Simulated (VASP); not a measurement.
Wanted: the native input for a VASP 6.6.1 run.

| Property | Result |
| --- | --- |
| Task | single point |
| Functional | LDA |
| Potentials or basis | VASP PAW PBE potentials, release 64 (Yb) |
| Cutoff | 520 eV |
| k mesh | 8 × 8 × 8 |
| Occupations | gaussian, width 0.02 eV |
| Spin | collinear spin, ferromagnetic start |
| Starting moments | [1.0] μB |
| Further INCAR settings | ALGO = Normal; EDIFF = 1e-07 |

The structure of Yb lies in POSCAR:

```
Yb
1.0
    0.0000000000      2.7431000000      2.7431000000
    2.7431000000      0.0000000000      2.7431000000
    2.7431000000      2.7431000000      0.0000000000
Yb
1
Direct
    0.0000000000      0.0000000000      0.0000000000
```

One way to write it, as run:

INCAR

```
PREC = Accurate
ENCUT = 520
EDIFF = 1E-7
ISMEAR = 0
SIGMA = 0.02
LREAL = False
LASPH = True
NELM = 100
ALGO = Normal
ISIF = 2
LWAVE = False
LCHARG = True
ISPIN = 2
MAGMOM = 1
LORBIT = 11
LMAXMIX = 6
GGA = CA
LELF = True
LVHAR = True
```

KPOINTS

```
Automatic mesh
0
Gamma
  8 8 8
```

Potentials or basis: VASP PAW PBE potentials, release 64 (Yb).

Launch:

```bash
$ cat potpaw_PBE.64/Yb/POTCAR > POTCAR
$ mpirun -np 1 vasp_std > vasp.out
```

It gave:

| Item | Value |
| --- | --- |
| Pressure | -5.2 GPa |
| Band gap on the k mesh | none (metal or under the smearing width) |
| Net moment | 0.00 μB per cell |
| Valence electrons inside the program's atomic spheres | Yb 22.02 |

Caveat: the PAW data sets were made with another functional, which shifts forces and pressure a little; spin-orbit coupling is left out, which moves the levels of the heavy elements.

It took 2.8 min on 1 thread of Intel(R) Xeon(R) Platinum 8488C (Sapphire Rapids), on a shared host, peak memory 0.19 GiB.
